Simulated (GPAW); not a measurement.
# WC (Qusongite) (P-6m2) in GPAW: further runs, part 2 of 2

GPAW 26.7.0.

### 3 Relaxation of cell and atoms, r2SCAN

File run.py:

```python
from ase import Atoms
from ase.filters import FrechetCellFilter
from ase.io import write
from ase.optimize import LBFGS
from gpaw import GPAW, PW

atoms = Atoms(['W', 'C'],
              cell=[[2.9065, 0.0, 0.0],
                    [-1.45325, 2.5171028361, 0.0],
                    [0.0, 0.0, 2.8366]],
              scaled_positions=[[0.0, 0.0, 0.0],
                                [0.6666666667, 0.3333333333, 0.5]],
              pbc=True)

calc = GPAW(mode=PW(800),
            xc='MGGA_X_R2SCAN+MGGA_C_R2SCAN',
            kpts={'size': (7, 7, 7), 'gamma': True},
            occupations={'name': 'fermi-dirac', 'width': 0.05},
            nbands=19,
            convergence={'density': 1e-06, 'energy': 1e-06, 'eigenstates': 1e-10},
            maxiter=150,
            txt='gpaw.txt')
atoms.calc = calc
opt = LBFGS(FrechetCellFilter(atoms), trajectory='relax.traj', logfile='-')
done = opt.run(fmax=0.05, steps=40)
calc.write('gs.gpw')
write('result.traj', atoms)
print('Converged:', done)
print('Cell:', atoms.cell.cellpar().round(4))
print('Volume:', round(atoms.get_volume(), 4))
print(atoms.get_scaled_positions().round(5))
```

Potentials or basis: GPAW PAW data sets (gpaw-data 1.2.1), pw.

Started as:

```bash
> OMP_NUM_THREADS=1 python run.py
```

gpaw.txt:

```text
__  _  _
 | _ |_)|_||  |
 |__||  | ||/\| - 26.7.0

Input parameters:
  mode=PW(ecut=800.0),
  convergence={'density': 1e-06, 'energy': 1e-06, 'eigenstates': 1e-10},
  kpts=MonkhorstPack(size=(7, 7, 7), gamma=True),
  maxiter=150,
  nbands=19,
  occupations=Occupations(name='fermi-dirac', width=0.05),
  xc=XC(name='MGGA_X_R2SCAN+MGGA_C_R2SCAN')

Diagonalizing LCAO Hamiltonian
Converting LCAO to pw mode

           C

       W

Atoms  # Å, Bohr magnetons
|   | symbol |        x |        y |        z |    initial magnetic moments |
|---|--------|----------|----------|----------|-----------------------------|
| 0 |      W | 0.000000 | 0.000000 | 0.000000 | ( 0.0000,  0.0000,  0.0000) |
| 1 |      C | 1.453250 | 0.839034 | 1.418300 | ( 0.0000,  0.0000,  0.0000) |

Unit cell  # Å
| periodic |         x |        y |        z |  lengths |     angles |
|----------|-----------|----------|----------|----------|------------|
|      yes |  2.906500 | 0.000000 | 0.000000 | 2.906500 |  90.000000 |
|      yes | -1.453250 | 2.517103 | 0.000000 | 2.906500 |  90.000000 |
|      yes |  0.000000 | 0.000000 | 2.836600 | 2.836600 | 120.000000 |

Number of symmetries: 12
Symmetry operations  # r_c * U_cc + t_c -> r_c
|    | kind |            matrix            |
|----|------|------------------------------|
|  0 |  σ   |  1, 1, 0,  0,-1, 0,  0, 0, 1 |
|  1 |  C2  |  1, 1, 0,  0,-1, 0,  0, 0,-1 |
|  2 |  E   |  1, 0, 0,  0, 1, 0,  0, 0, 1 |
|  3 |  σ   |  1, 0, 0,  0, 1, 0,  0, 0,-1 |
|  4 |  C3  |  0, 1, 0, -1,-1, 0,  0, 0, 1 |
|  5 |  S3  |  0, 1, 0, -1,-1, 0,  0, 0,-1 |
|  6 |  σ   |  0,-1, 0, -1, 0, 0,  0, 0, 1 |
|  7 |  C2  |  0,-1, 0, -1, 0, 0,  0, 0,-1 |
|  8 |  σ   | -1, 0, 0,  1, 1, 0,  0, 0, 1 |
|  9 |  C2  | -1, 0, 0,  1, 1, 0,  0, 0,-1 |
| 10 |  C3  | -1,-1, 0,  1, 0, 0,  0, 0, 1 |
| 11 |  S3  | -1,-1, 0,  1, 0, 0,  0, 0,-1 |
[... 188 lines left out ...]
No gap
No difference between direct/indirect transitions

Stress tensor  # eV/Ang^3
|         x |         y |        z |
|-----------|-----------|----------|
| -0.012041 |  0.000000 | 0.000000 |
|  0.000000 | -0.012041 | 0.000000 |
|  0.000000 |  0.000000 | 0.000057 |

Forces  # eV/Ang
|       x |        y |       z |
|---------|----------|---------|
| 0.00000 | -0.00000 | 0.00000 |  # W    0
| 0.00000 |  0.00000 | 0.00000 |  # C    1

Interpolating wave functions to new cell

           C

       W

Atoms  # Å, Bohr magnetons
|   | symbol |        x |         y |        z |    initial magnetic moments |
|---|--------|----------|-----------|----------|-----------------------------|
| 0 |      W | 0.000000 | -0.000000 | 0.000000 | ( 0.0000,  0.0000,  0.0000) |
| 1 |      C | 1.454548 |  0.839783 | 1.418294 | ( 0.0000,  0.0000,  0.0000) |

Unit cell  # Å
| periodic |         x |         y |        z |  lengths |     angles |
|----------|-----------|-----------|----------|----------|------------|
|      yes |  2.909095 | -0.000000 | 0.000000 | 2.909095 |  90.000000 |
|      yes | -1.454548 |  2.519350 | 0.000000 | 2.909095 |  90.000000 |
|      yes |  0.000000 |  0.000000 | 2.836588 | 2.836588 | 120.000000 |

Number of symmetries: 12
Symmetry operations  # r_c * U_cc + t_c -> r_c
|    | kind |            matrix            |
|----|------|------------------------------|
|  0 |  σ   |  1, 1, 0,  0,-1, 0,  0, 0, 1 |
|  1 |  C2  |  1, 1, 0,  0,-1, 0,  0, 0,-1 |
|  2 |  E   |  1, 0, 0,  0, 1, 0,  0, 0, 1 |
|  3 |  σ   |  1, 0, 0,  0, 1, 0,  0, 0,-1 |
|  4 |  C3  |  0, 1, 0, -1,-1, 0,  0, 0, 1 |
|  5 |  S3  |  0, 1, 0, -1,-1, 0,  0, 0,-1 |
|  6 |  σ   |  0,-1, 0, -1, 0, 0,  0, 0, 1 |
|  7 |  C2  |  0,-1, 0, -1, 0, 0,  0, 0,-1 |
|  8 |  σ   | -1, 0, 0,  1, 1, 0,  0, 0, 1 |
|  9 |  C2  | -1, 0, 0,  1, 1, 0,  0, 0,-1 |
| 10 |  C3  | -1,-1, 0,  1, 0, 0,  0, 0, 1 |
| 11 |  S3  | -1,-1, 0,  1, 0, 0,  0, 0,-1 |
[... 190 lines left out ...]
No gap
No difference between direct/indirect transitions

Stress tensor  # eV/Ang^3
|         x |         y |        z |
|-----------|-----------|----------|
| -0.006585 |  0.000000 | 0.000000 |
|  0.000000 | -0.006585 | 0.000000 |
|  0.000000 |  0.000000 | 0.001982 |

Forces  # eV/Ang
|       x |       y |       z |
|---------|---------|---------|
| 0.00000 | 0.00000 | 0.00000 |  # W    0
| 0.00000 | 0.00000 | 0.00000 |  # C    1

Interpolating wave functions to new cell

           C

       W

Atoms  # Å, Bohr magnetons
|   | symbol |        x |         y |        z |    initial magnetic moments |
|---|--------|----------|-----------|----------|-----------------------------|
| 0 |      W | 0.000000 | -0.000000 | 0.000000 | ( 0.0000,  0.0000,  0.0000) |
| 1 |      C | 1.456206 |  0.840741 | 1.417832 | ( 0.0000,  0.0000,  0.0000) |

Unit cell  # Å
| periodic |         x |         y |        z |  lengths |     angles |
|----------|-----------|-----------|----------|----------|------------|
|      yes |  2.912413 | -0.000000 | 0.000000 | 2.912413 |  90.000000 |
|      yes | -1.456206 |  2.522223 | 0.000000 | 2.912413 |  90.000000 |
|      yes |  0.000000 |  0.000000 | 2.835663 | 2.835663 | 120.000000 |

Number of symmetries: 12
Symmetry operations  # r_c * U_cc + t_c -> r_c
|    | kind |            matrix            |
|----|------|------------------------------|
|  0 |  σ   |  1, 1, 0,  0,-1, 0,  0, 0, 1 |
|  1 |  C2  |  1, 1, 0,  0,-1, 0,  0, 0,-1 |
|  2 |  E   |  1, 0, 0,  0, 1, 0,  0, 0, 1 |
|  3 |  σ   |  1, 0, 0,  0, 1, 0,  0, 0,-1 |
|  4 |  C3  |  0, 1, 0, -1,-1, 0,  0, 0, 1 |
|  5 |  S3  |  0, 1, 0, -1,-1, 0,  0, 0,-1 |
|  6 |  σ   |  0,-1, 0, -1, 0, 0,  0, 0, 1 |
|  7 |  C2  |  0,-1, 0, -1, 0, 0,  0, 0,-1 |
|  8 |  σ   | -1, 0, 0,  1, 1, 0,  0, 0, 1 |
|  9 |  C2  | -1, 0, 0,  1, 1, 0,  0, 0,-1 |
| 10 |  C3  | -1,-1, 0,  1, 0, 0,  0, 0, 1 |
| 11 |  S3  | -1,-1, 0,  1, 0, 0,  0, 0,-1 |
[... 192 lines left out ...]
No gap
No difference between direct/indirect transitions

Stress tensor  # eV/Ang^3
|         x |         y |        z |
|-----------|-----------|----------|
| -0.000030 |  0.000000 | 0.000000 |
|  0.000000 | -0.000030 | 0.000000 |
|  0.000000 |  0.000000 | 0.002462 |

Forces  # eV/Ang
|        x |        y |       z |
|----------|----------|---------|
|  0.00000 | -0.00000 | 0.00000 |  # W    0
| -0.00000 |  0.00000 | 0.00000 |  # C    1

# Writing to gs.gpw (mode='')
```

Wall time 61 s (1 thread of INTEL XEON PLATINUM 8581C at 2.10GHz (Emerald Rapids), shared host); peak memory 0.55 GiB.

What came out:

```
Free energy                            : -35.6656 eV
Relaxed volume                         : 10.42 Å³/atom
Relaxed cell                           : a = 2.912 Å, b = 2.912 Å, c = 2.836 Å, α = 90.00°, β = 90.00°, γ = 120.00°
Space group after relaxing (to 0.05 Å) : P-6m2 (No. 187)
Energy gained by relaxing              : 0.3 meV/atom
Ionic steps                            : 3
Pressure after relaxing                : -0.1 GPa
Band gap on the k mesh                 : none (metal or under the smearing width)
```

The path:
| step | energy change (eV) | largest force (eV/Å) | pressure (GPa) | volume (Å³) |
| --- | --- | --- | --- | --- |
| 1 | 0.0000 | 0.0000 | 1.28 | 20.75 |
| 2 | -0.0004 | 0.0000 | 0.60 | 20.79 |
| 3 | -0.0006 | 0.0000 | -0.13 | 20.83 |

Final structure:
```
W C
1.0
     2.91241    0.00000    0.00000
    -1.45621    2.52222    0.00000
     0.00000    0.00000    2.83566
W C
1 1
Direct
  0.00000 0.00000 0.00000
  0.66667 0.33333 0.50000
```

Caveat: later steps reuse the first step's grids; the PAW data sets were made with another functional, which shifts forces and pressure a little.
